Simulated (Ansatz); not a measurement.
**Calculated quadrupolar parameters for Cu₂O**

The cell is an entry of the Crystallography Open Database (COD), whose atoms a relaxation with PBE at fixed cell left in place.

Space group Pn-3m:1 (No. 224); a = 4.2600 Å.

```csv
site,Wyckoff,site symmetry,x,y,z
Cu,4b,.-3m,0.2500,0.2500,0.2500
O,2a,-43m,0.0000,0.0000,0.0000
```

One atom of each set is listed.

The numbers come from a DFT calculation in Ansatz (PBE, plane waves and PAW (field gradients read without the response of the frozen cores, which leaves them typically 4 to 6 % off), scalar-relativistic, 420 eV cutoff, Γ-centred 5×5×5 k-points, Fermi–Dirac smearing 0.02 eV).

Conventions: |V_zz| ≥ |V_yy| ≥ |V_xx|, η = (V_xx − V_yy)/V_zz, C_Q = eQV_zz/h.

⁶⁵Cu: I = 3/2, Q = -204.0 mb; O-17: I = 5/2, Q = -25.58 mb. Q values from Pyykkö, Mol. Phys. 116, 1328 (2018).

| site | atoms | first shell | V_xx, V_yy, V_zz (10²¹ V/m²) | η | C_Q (MHz) |
| --- | --- | --- | --- | --- | --- |
| Cu | 4 | 2 O at 1.84 Å, angle 180° | 2.67, 2.67, -5.34 | 0.00 | 26.4 |
| O | 2 | 4 Cu at 1.84 Å | 0.00, 0.00, 0.00 | – | 0 |

An axis of threefold or higher order runs through Cu, so V_zz lies along it and η is zero. O sits on a cubic site, where every gradient vanishes.

Semilocal functionals underestimate gradients at Cu(I) with two or three neighbours, in Cu₂O by a fifth to nearly a half.

The relaxation (1 step) took 3.5 s of wall time (3.5 s of CPU time) and 0.42 GiB at its peak, on 1 thread of Intel Xeon Platinum 8259CL CPU @ 2.50GHz (Skylake/Cascade Lake) (x86_64; 16 cores open to the job, memory cap 3.0 GiB, no GPU), a shared host with a load of 0.4 a core.
